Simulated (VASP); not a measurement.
The input files of a VASP run:

KPOINTS:
```
Automatic mesh
0
Gamma
8 8 8
0 0 0
```

INCAR:
```
SYSTEM=ZnTe
PREC=Accurate; ENCUT=520; LREAL=.FALSE.
LASPH=.TRUE.
EDIFF=1E-7; NELM=100; ALGO=Normal
LMAXMIX=4
ISMEAR=0; SIGMA=0.05
GGA=BO; LUSE_VDW=.TRUE.; AGGAC=0.0
PARAM1=0.1833333333; PARAM2=0.22
ISIF=2
LWAVE=.FALSE.; LCHARG=.FALSE.
```

POSCAR:
```
ZnTe
1
    0.0000000000     3.0208240008     3.0208240008
    3.0208240008     0.0000000000     3.0208240008
    3.0208240008     3.0208240008     0.0000000000
Zn Te
1 1
Direct
  0.0000000000   0.0000000000   0.0000000000
  0.2500000000   0.2500000000   0.2500000000
```

POTCAR, in this order: Zn Te (PBE.64 set). Program: vasp_std.

Q: Write an equivalent input for Quantum ESPRESSO's pw.x.

A: One equivalent input (not run):
```
&CONTROL
  calculation = 'scf'
  pseudo_dir = './pseudo'
  outdir = './out'
  tprnfor = .true.
  tstress = .true.
/
&SYSTEM
  ibrav = 0
  nat = 2
  ntyp = 2
  ecutwfc = 84
  occupations = 'smearing'
  smearing = 'gaussian'
  degauss = 0.003675
  input_dft = 'vdw-df-obk8'
/
&ELECTRONS
  conv_thr = 7.3e-09
  electron_maxstep = 100
/
ATOMIC_SPECIES
  Zn 65.380 Zn.upf
  Te 127.600 Te.upf
CELL_PARAMETERS angstrom
     0.0000000    3.0208240    3.0208240
     3.0208240    0.0000000    3.0208240
     3.0208240    3.0208240    0.0000000
ATOMIC_POSITIONS crystal
  Zn   0.0000000  0.0000000  0.0000000
  Te   0.2500000  0.2500000  0.2500000
K_POINTS automatic
  8 8 8 0 0 0
```
Limits of the translation: the potentials are each code's own (VASP's PAW set, PseudoDojo norm-conserving files in pw.x), so ENCUT and ecutwfc are chosen apart and not converted; conv_thr bounds pw.x's estimated SCF error, while EDIFF bounds the energy change between steps.

The compound is ZnTe in the zinc blende structure. This cell is one point of a volume scan, at 0.94 of the reference volume.
